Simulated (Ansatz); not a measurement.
The cell comes from COD entry 1539196, which wasn't checked; take it as a given geometry. The listed cell was then made from it by scaling, straining or moving an atom.

N: DFT, PBEsol, PAW with Ansatz's default frozen-core files, scalar-relativistic (Ansatz 0.2.0). What sets it apart from a plain run of this crystal: zz strain of -1 %.

Command: `ansatz run input.yaml --threads 1 --pin off --max-ram 3072MiB --backend cpu --events-out ev --progress --plain --runs-dir out` The run took 1.6 s on 1 thread of Arm Neoverse V2, with other jobs on the host, peak memory 0.29 GiB.

```yaml
crystal:
  lattice:
    - [3.6290016496, 0.0, 0.0]
    - [-1.8145008248, 3.142807619, 0.0]
    - [0.0, 0.0, 5.8311]
  atoms:
    - { symbol: "N", position: [0.3333333333, 0.6666666667, 0.25] }
    - { symbol: "N", position: [0.6666666667, 0.3333333333, 0.75] }
kpoints:
  mp_grid: { grid: [10, 10, 5] }
scf:
  occupations: { method: fermi_dirac, width: 0.02 }
hamiltonian:
  xc: pbesol
  pseudopotentials: { kind: paw }
output:
  forces: true
  stress: true
  eigenvalues: true
  efg: { contact_densities: true }
```

Output (standing set-up lines are left out):

```
Crystal: 2 atoms, lattice volume = 66.505 Å³
Basis set: ecut = 420 eV, 1291 PW (Γ), exchange–correlation on 50×50×80 points (8 copies of the dense FFT grid, shifted against one another)
SCF iter   1: F=—  HF=-741.668332 eV  |F-HF|=—  |Δ(HF+E_count)|=         —  Δρ=3.65e-3  dr2=7.82e-3  ethr=1.77e-3  ⟨swp⟩=4.9  Hψ=2131  notcnv=0
preconditioner: auto → LDOS  [metal: Δε(μ)=0.003 eV  Ē_g=7.413 eV  σ=0.020 eV  W_gap=0.04  n_scr=2 (ndim 8)  ℏωp=14.4 eV  f_vac=0.030  D(μ)=11.94/eV (n_scr^D=196)  β→1.0]
SCF iter   2: F=—  HF=-741.666090 eV  |F-HF|=—  |Δ(HF+E_count)|=   2.24e-3  Δρ=1.10e-3  dr2=1.05e-3  ethr=7.82e-5  ⟨swp⟩=2.8  Hψ=929  notcnv=0
SCF iter   3: F=—  HF=-741.665987 eV  |F-HF|=—  |Δ(HF+E_count)|=   1.03e-4  Δρ=5.88e-4  dr2=2.22e-4  ethr=1.05e-5  ⟨swp⟩=2.6  Hψ=482  notcnv=0
SCF iter   4: F=—  HF=-741.665967 eV  |F-HF|=—  |Δ(HF+E_count)|=   2.02e-5  Δρ=6.25e-4  dr2=8.10e-5  ethr=2.22e-6  ⟨swp⟩=2.8  Hψ=604  notcnv=0
SCF iter   5: F=—  HF=-741.665969 eV  |F-HF|=—  |Δ(HF+E_count)|=   1.91e-6  Δρ=5.23e-5  dr2=9.45e-7  ethr=8.10e-7  ⟨swp⟩=1.0  Hψ=378  notcnv=0
SCF iter   6: F=-741.665972 eV  HF=-741.665972 eV  |F-HF|=2.08e-8  |Δ(HF+E_count)|=   3.67e-6  Δρ=3.96e-6  dr2=6.41e-9  ethr=1.00e-9  ⟨swp⟩=5.4  Hψ=1851  notcnv=0
SCF 1 converged in 6 iterations: F = -741.665972 eV  dr2 = 6.41e-9
  greatest PAW one-centre occupation: 0.859 electrons in one spin orbital (limit 2), on the N atom at site 1 (counted from 0), in its partial waves of l = 0
SCF converged after 6 iterations
Free energy (F): -741.665972 eV
Harris-Foulkes:  -741.665972 eV  (|F-HF|=2.08e-8)
Internal energy: -741.650702 eV  (E = F + TS)
E sigma→0 (E₀):  -741.658337 eV
Entropy (-TS):   -0.015271 eV (-7.635 meV/atom)
Fermi energy:    -4.187091 eV
--- Per-component energies (eV) ---
  E_band       = -90.800121
  E_kinetic    = 225.085605
  E_local      = -543.139699  (includes V_loc(G=0)·N_el)
  E_nonlocal   = 96.208943
  E_hartree    = 147.942312
  E_xc         = -104.299942
  E_vxc        = -132.089154  (∫ρ·V_xc dr)
  E_paw        = -240.193434  (= ΣΔE_a)
  E_vpaw       = -32.752037  (= ΣTr[D̂ρ^β])
  E_aug_tail   = 0.000140  (compensation charges beyond the density's cutoff)
  E_ewald      = -323.310824
  E_core_change = 0.056198  (= ΣΔE_core)
  E_smearing   = -0.015271  (= −TS)
  E_closure    = -0.000000  (closes the sum)
  Σ components = -741.665972   (vs F -741.665972, Δ=0.00e0)
--- Forces (eV/Å), atoms counted from 1 ---
  atom   1  N     -0.00000000    -0.00000000     0.00000000
  atom   2  N     -0.00000000     0.00000000     0.00000000
  max |Σ_I F_I| component: 4.63e-18 eV/Å
--- Stress (GPa, compression-positive) ---
       -7.788397      -0.000000       0.000000
        0.000000      -7.788397       0.000000
        0.000000       0.000000      -8.125920
  P = ⅓ Tr σ = -7.9009 GPa (-79.009 kbar)
--- PAW observables at the nuclei: V_zz in 10²¹ V/m², potentials from the cell's mean, atoms counted from 1 ---
  atom   1  N  V_zz =    +0.073534   η = 0.0000   by run symmetry: allowed
            electrostatic potential = -499.988975 V   contact ρ = 1417.824160 e/Å³
  atom   2  N  V_zz =    +0.073534   η = 0.0000   by run symmetry: allowed
            electrostatic potential = -499.988975 V   contact ρ = 1417.824160 e/Å³
--- Band table (eV; the first three rows and the last of 42) ---
  k-point 0: bands = ["-16.0885", "-15.7369", "-5.1529", "-3.9066", "-3.9066", "-3.7632", "-3.7632", "-3.7344", "2.7664"]
  k-point 1: bands = ["-16.0567", "-15.7724", "-5.0342", "-3.8947", "-3.8929", "-3.8929", "-3.7771", "-3.7771", "3.0260"]
  k-point 2: bands = ["-15.9718", "-15.8633", "-4.7123", "-4.2817", "-3.8574", "-3.8574", "-3.8130", "-3.8130", "3.7119"]
  k-point 41: bands = ["-15.6870", "-15.6734", "-4.8349", "-4.8343", "-4.5573", "-4.4246", "-3.9682", "-3.9267", "6.8923"]
```
